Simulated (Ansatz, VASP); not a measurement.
## Al2O3: VASP beside Ansatz

```
Al O
1.0
     3.07666    0.00000    0.00000
    -1.53833    2.66447    0.00000
     0.00000    0.00000    7.72320
Al O
2 3
Direct
  0.00000 0.00000 0.72205
  0.00000 0.00000 0.27795
  0.00000 0.00000 0.50000
  0.66667 0.33333 0.80055
  0.33333 0.66667 0.19945
```

Change from the starting cell: volume scaled by 1.06.

Alike in both runs: task single point; functional LDA; k mesh 10 × 10 × 4; occupations fermi-dirac, width 0.05 eV; no spin polarisation.

```csv
,VASP,Ansatz
version,VASP 6.6.1,Ansatz 0.2.0
potentials or method,"VASP PAW LDA potentials, release 64 (Al, O), cutoff 520 eV","all-electron LAPW, scalar-relativistic"
```

|  | VASP | Ansatz | Ansatz less VASP |
| --- | --- | --- | --- |
| gap on the k mesh at the Fermi level (eV) | 1.79 | 1.83 | +0.041 |
| least direct gap on the mesh (eV) | 1.79 | 1.83 | +0.041 |
| pressure (GPa) | -15.2 | -15.6 | -0.37 |
| largest component of the traceless stress (GPa) | 0.98 | 1.27 | +0.284 |
| rms of the force components (eV/Å) | 0.381 | 0.401 | +0.0205 |

Atom by atom the forces differ by 0.023 eV/Å (rms over components). Ansatz ran all-electron here, so the differences hold the error of VASP's frozen core and of both bases.

Caveats: so large a pressure means that the cell lies far from this level's equilibrium, or that cutoff or potentials fall short (VASP). A k mesh can miss the band edges.
